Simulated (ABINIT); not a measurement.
The system is In.

```
In
1.0
    -1.88253    1.88253    1.88253
     1.88253   -1.88253    1.88253
     1.88253    1.88253   -1.88253
In
1
Cartesian
  0.0000 0.0000 0.0000
```

This isn't the form of In at room conditions, which is tetragonal.

- Program: ABINIT 10.8.3 (patched build)
- Task: relaxation of cell and atoms
- Functional: PBEsol
- Potentials or basis: PseudoDojo NC SR PBEsol v0.4.1 standard
- Cutoff: 952 eV
- k mesh: 8 × 8 × 8
- Occupations: fermi-dirac, width 0.05 eV
- Spin: no spin polarisation

At the start: pressure -1.2 GPa; volume 26.69 Å³/atom.

Problem. How do energy, volume and symmetry change on relaxing?

Solution. Over 4 steps the energy falls by 2.9 meV/atom and the volume is 25.90 Å³/atom (-2.9 %); space group Im-3m (No. 229, to 0.05 Å).

The path:
| step | energy change (eV) | largest force (eV/Å) | pressure (GPa) | volume (Å³) |
| --- | --- | --- | --- | --- |
| 1 | 0.0000 | 0.0000 | -1.16 | 26.69 |
| 2 | -0.0006 | 0.0000 | -1.03 | 26.59 |
| 3 | -0.0029 | 0.0000 | 0.07 | 25.85 |
| 4 | -0.0029 | 0.0000 | 0.00 | 25.90 |

Final structure:
```
In
1.0
    -1.86389    1.86389    1.86389
     1.86389   -1.86389    1.86389
     1.86389    1.86389   -1.86389
In
1
Cartesian
  0.0000 0.0000 0.0000
```
